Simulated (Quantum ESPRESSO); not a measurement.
## SrO, rock salt: the electronic dielectric constant against pressure

How does ε∞, from linear response (ph.x, fixed occupations, ions clamped), follow the pressure?

Calculated with Quantum ESPRESSO 7.5, PBEsol, GBRV 1.5 ultrasoft potentials, cutoff 680 eV, Fermi–Dirac smearing 0.02 eV, k-mesh 9×9×9, no spin polarisation, no spin-orbit coupling.

Reference cell, relaxed at zero pressure with PBEsol (Fm-3m): a = 3.6217 Å, b = 3.6217 Å, c = 3.6217 Å, α = 60.00°, β = 60.00°, γ = 60.00°.

```csv
atom,x,y,z
Sr,0.0000,0.0000,0.0000
O,0.5000,0.5000,0.5000
```

| pressure (GPa) | V (Å³/atom) | ε∞ | gap (eV) |
| --- | --- | --- | --- |
| −4 | 17.606 | 3.842 | 3.231 |
| 0 | 16.795 | 3.859 | 3.204 |
| 10 | 15.396 | 3.917 | 3.117 |
| 15 | 14.884 | 3.948 | 3.038 |
| 20 | 14.448 | 3.981 | 2.959 |
| 30 | 13.735 | 4.047 | 2.797 |

**Question.** Give the ε∞ and the long-wavelength refractive index at x = 5, a row left out above (x is the first column).

Least squares with ε = e0 + e1 x + e2 x² gives e0 = 3.8612, e1 = 0.0053346 and e2 = 2.937e-05. At x = 5 this is 3.889, so n = √ε = 1.972. The run itself gives 3.887, so the estimate misses by 0.002; the fitted rows themselves lie up to 0.002 off the law.

Along the table the mean ε∞ rises wherever the smallest gap falls, which need not be its cause. Semilocal functionals tend to give ε∞ too large, the k-mesh wasn't converged for it (a zone-centred mesh of this size overestimates it where the gap is small), and polar lattice vibrations add to the static constant, which isn't calculated here.

[Logs are printed without paths, hosts, clocks, repeated set-up lines and the standing remarks that a program may print on its own settings, such as how far it seeks lower states.]
